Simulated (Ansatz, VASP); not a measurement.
# BN in VASP and in Ansatz

```xyz
2
Lattice="0.0000 1.8437 1.8075 1.8437 0.0000 1.8075 1.8437 1.8437 0.0000" Properties=species:S:1:pos:R:3 pbc="T T T"
B     0.0000    0.0000    0.0000
N     2.7655    2.7655    2.7113
```

Change from the starting cell: equal xx and yy strain of +2 %, crystal datasets.

Alike in both runs: task electric field gradients; functional LDA; k mesh 11 × 11 × 11; occupations fermi-dirac, width 0.02 eV; no spin polarisation.

|  | VASP | Ansatz |
| --- | --- | --- |
| version | VASP 6.6.1 | Ansatz 0.2.0 |
| potentials or method | VASP PAW LDA potentials, release 64 (B, N), cutoff 520 eV | all-electron PAW with datasets made for the crystal, scalar-relativistic |

```tsv
	VASP	Ansatz	Ansatz less VASP
gap on the k mesh at the Fermi level (eV)	4.06	4.07	+0.009
pressure (GPa)	-23.5	-24.2	-0.63
largest component of the traceless stress (GPa)	7.61	7.62	+0.010
Vzz of the field gradient on the site that differs most (V/Å²)	0.7	0.5	-0.16
```

Ansatz ran all-electron here, so the differences hold the error of VASP's frozen core and of both bases.

Caveats: so large a pressure means that the cell lies far from this level's equilibrium, or that cutoff or potentials fall short (VASP); an odd mesh through Γ misses points on the zone boundary, where band edges often lie.
